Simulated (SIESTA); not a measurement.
# Ru under changes of volume

One of the cells (13.846 Å³/atom); the others are scaled copies at fixed shape and fractional positions:

```
Ru
1.0
     2.72372    0.00000    0.00000
    -1.36186    2.35881    0.00000
     0.00000    0.00000    4.31026
Ru
2
Direct
  0.66667 0.33333 0.75000
  0.33333 0.66667 0.25000
```

* Program: SIESTA 5.4.2
* Functional: PBE
* Potentials or basis: PseudoDojo 0.4 standard (PBE files)
* Basis: DZP (energy shift 0.003 Ry; two zetas on semicore shells)
* Grid cutoff: 800 Ry
* Energy shift: 0.003 Ry
* k mesh: 11 × 11 × 6
* Occupations: fermi-dirac, width 0.05 eV
* Spin: no spin polarisation

```tsv
volume (Å³/atom)	energy over the lowest point (meV/atom)	pressure (GPa)
12.760	108.28	32.9
13.032	60.71	23.7
13.303	?	?
13.846	0.00	1.5
14.118	2.57	-4.1
14.389	14.30	-9.4
```

Problem. What does the run at 13.303 Å³/atom give?

Solution. Energy over the lowest point 27.58 meV/atom; pressure 15.5 GPa.

Worked out: A Birch-Murnaghan fit of order 3 (a polynomial in V^(-2/3)) to the other rows has its minimum at 13.91 Å³/atom with B0 = V·E''(V) = 308 GPa and B' = 4.7 at fixed shape and positions, which overstates the stiffness. It gives 27.89 meV/atom at 13.303 Å³/atom, against the run's 27.58, and -dE/dV = 15.4 GPa, against 15.5.

Energies are extrapolated to zero smearing.

Caveats: the basis of atomic orbitals isn't converged, which shifts pressures, moduli and gaps.
